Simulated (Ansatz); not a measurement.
**Magnetic orders of CuO**

These are results of Ansatz, DFT r2SCAN, scalar-relativistic, plane waves, PAW, not measurements.

```xyz
4
Lattice="2.8795 0.0000 0.0000 0.0391 2.8793 0.0000 0.0175 0.0172 5.1763" Properties=species:S:1:pos:R:3 pbc="T T T"
Cu    1.4485    0.0086    2.5882
Cu    0.0195    1.4396    0.0000
O     0.0479    2.8788    1.2947
O     2.8881    0.0177    3.8817
```

| Quantity | Value |
| --- | --- |
| plane-wave cutoff | 500 eV |
| Γ-centred k-mesh | 14×14×8 |
| occupation rule | Gaussian smearing, 0.1 eV |
| list of starting moments (μB, in atom order) | 2.5 2.5 0 0 |
| check for lower electronic states after the SCF | off |

All runs keep this geometry, which stands near equilibrium for the lowest state (largest force there 0.016 eV/Å, pressure 0.1 GPa) and needn't be a stable compound; relaxing each order can shift differences of a few meV. r2SCAN tends to overstate moments in metals, so a weak moment here may be absent in the real material. Site moments are spin moments in atom-centred spheres that scale with the neighbour distance. The states are those that the runs reached from these starts; a lower one can exist. No antiferromagnetic start is among these.

Order the starts by the energy of the state that they reach, lowest first.
A. large parallel starting moments
B. no spin

A (0.00 meV/atom), B (32.1 meV/atom).

| start | ends | energy above lowest (meV/atom) | site moments (μB) | gap on mesh (eV) | P (GPa) |
| --- | --- | --- | --- | --- | --- |
| no spin | non-magnetic | 32.1 | none over 0.05 | metal | -0.7 |
| large parallel starting moments | ferromagnetic | 0.00 | Cu +0.63 (×2), O +0.32 (×2) | metal | 0.1 |